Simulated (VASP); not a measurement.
A run of VASP 6.6.1 is set up as follows.

INCAR

```
SYSTEM = ZnS
  ALGO = Normal
  EDIFF = 1E-6
  ENCUT = 520
  GGA = PE
  ISIF = 2
  ISMEAR = 0
  LASPH = .TRUE.
  LCHARG = .FALSE.
  LREAL = .FALSE.
  LWAVE = .FALSE.
  NBANDS = 26
  NELM = 100
  PREC = Accurate
  SIGMA = 0.01
```

KPOINTS

```
k-points
0
G
  5 5 3
  0 0 0
```

POSCAR

```
ZnS
1.0
    3.9100309997      0.0000000000      0.0000000000
   -1.9550154998      3.3861863663      0.0000000000
    0.0000000000      0.0000000000      6.3959940309
Zn S
2 2
Direct
    0.3333333333      0.6666666667      0.0000000000
    0.6666666667      0.3333333333      0.5000000000
    0.3333333333      0.6666666667      0.3850000000
    0.6666666667      0.3333333333      0.8850000000
```

Potentials or basis: VASP PAW PBE potentials, release 64 (Zn, S).

Command:

```console
$ cat potpaw_PBE.64/Zn/POTCAR potpaw_PBE.64/S/POTCAR > POTCAR
$ mpirun -np 1 vasp_std > vasp.out
```

(1) Predict the band gap on the k mesh.

(2) Predict the pressure.

(3) Estimate the largest force.

Results:

(1) 1.89 eV, direct.

(2) -2.7 GPa.

(3) 0.242 eV/Å.

**Experimental background.**

A printed reference work, monograph reports, for a bulk crystal of ZnS at 4 K: band gap 3.911 eV (direct).

Measured gap of ZnS: 3.911 eV (direct; 4 K; a printed reference work, monograph). This calculation gives 1.89 eV (-2.02 eV). So large a miss can be the level of theory's own, or it may mean another phase, state or a wrong row. The value is that of PBE, without temperature or zero-point motion. Semilocal functionals fall short of measured gaps as a rule.
